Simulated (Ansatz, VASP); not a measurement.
One calculation of Cu, two programs

The input INCAR:

```
PREC = Accurate
ENCUT = 520
EDIFF = 1E-7
ISMEAR = -1
SIGMA = 0.1
LREAL = False
LASPH = True
NELM = 80
ALGO = Normal
ISIF = 2
LWAVE = False
LCHARG = True
GGA = RP
LELF = True
LVHAR = True
NBANDS = 12
```

The input KPOINTS:

```
regular mesh
0
Gamma
  14 14 14
```

Contents of POSCAR:

```
Cu
1.0
    2.5329980895      0.0000000000      0.0000000000
    0.0000000000      2.5329980895      0.0000000000
    0.0000000000      0.0000000000      2.5329980895
Cu
1
Direct
    0.0000000000      0.0000000000      0.0000000000
```

Input for Ansatz:

```yaml
crystal:
  lattice:
    - [2.5329980895, 0.0, 0.0]
    - [0.0, 2.5329980895, 0.0]
    - [0.0, 0.0, 2.5329980895]
  atoms:
    - { symbol: Cu, position: [0.0, 0.0, 0.0] }
hamiltonian:
  xc: rpbe
  pseudopotentials:
    kind: paw
    azcp:
      Cu: "pseudopotentials/Cu.paw.azcp"
basis:
  ecutwfc: 420
  fft_grid_basis: typed
kpoints:
  mp_grid: { grid: [14, 14, 14], shift: [0, 0, 0] }
magnetization:
  spin_polarized: false
scf:
  occupations: { method: fermi_dirac, width: 0.1 }
  lower_state_search: "off"
output:
  stress: true
```

Alike in both runs: task single point; functional RPBE; k mesh 14 × 14 × 14; occupations fermi-dirac, width 0.1 eV; no spin polarisation.

|  | VASP | Ansatz |
| --- | --- | --- |
| version | VASP 6.6.1 | Ansatz 0.2.0 |
| potentials or method | VASP PAW PBE potentials, release 64 (Cu) | plane waves (420 eV) with PAW, scalar-relativistic |
| plane-wave cutoff (eV) | 520 | 420 |
| valence electrons in the cell | 11 | 19 |

|  | VASP | Ansatz | Ansatz less VASP |
| --- | --- | --- | --- |
| pressure (GPa) | -7.3 | -7.5 | -0.25 |

With one functional, cell and mesh, what is left measures potentials, basis and numerics. The two sets of potentials don't hold the same shells in valence.

Caveats: the PAW data sets were made with another functional, which shifts forces and pressure a little (VASP).
